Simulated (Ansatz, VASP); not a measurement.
**One calculation of HfO2, two programs**

The input INCAR:

```
  PREC = Accurate
  ENCUT = 520
  EDIFF = 1E-7
  ISMEAR = 0
  SIGMA = 0.05
  LREAL = False
  LASPH = True
  NELM = 60
  ALGO = Normal
  ISIF = 2
  LWAVE = False
  LCHARG = False
  GGA = PE
  NBANDS = 18
```

Contents of KPOINTS:

```
regular mesh
0
Gamma
  8 8 8
```

The input POSCAR:

```
HfO2
1.0
    0.0000000000      2.1738750000      2.5575000000
    2.5575000000      0.0000000000      2.5575000000
    2.5575000000      2.1738750000      0.0000000000
Hf O
1 2
Direct
    0.0000000000      0.0000000000      0.0000000000
    0.2500000000      0.2500000000      0.2500000000
    0.7500000000      0.7500000000      0.7500000000
```

Input for Ansatz:

```yaml
crystal:
  lattice:
    - [0.0, 2.173875, 2.5575]
    - [2.5575, 0.0, 2.5575]
    - [2.5575, 2.173875, 0.0]
  atoms:
    - { symbol: Hf, position: [0.0, 0.0, 0.0] }
    - { symbol: O, position: [0.25, 0.25, 0.25] }
    - { symbol: O, position: [0.75, 0.75, 0.75] }
basis:
  ecutwfc: 420
kpoints:
  mp_grid: { grid: [8, 8, 8] }
hamiltonian:
  xc: pbe
scf:
  occupations: { method: gaussian, width: 0.05 }
output:
  forces: true
  stress: true
  eigenvalues: true
```

Change from the starting cell: strain -0.1500 x Voigt [0, 1, 0, 0, 0, 0], atoms carried along.

Alike in both runs: task single point; functional PBE; k mesh 8 × 8 × 8; occupations gaussian, width 0.05 eV; no spin polarisation.

```csv
,VASP,Ansatz
version,VASP 6.6.1,Ansatz 0.2.0
potentials or method,"VASP PAW PBE potentials, release 64 (Hf_pv, O)","scalar-relativistic, plane waves, PAW"
plane-wave cutoff (eV),520,420
valence electrons in the cell,22,38
```

```csv
,VASP,Ansatz,Ansatz less VASP
gap on the k mesh at the Fermi level (eV),1.31,1.31,+0.005
least direct gap on the mesh (eV),1.75,1.75,+0.005
pressure (GPa),48.2,53.2,+4.94
largest component of the traceless stress (GPa),62.93,61.80,-1.135
```

The two sets of potentials don't hold the same shells in valence.

Caveats: so large a pressure means that the cell lies far from this level's equilibrium, or that cutoff or potentials fall short (VASP); spin-orbit coupling is left out, which moves the levels of the heavy elements. A k mesh can miss the band edges.
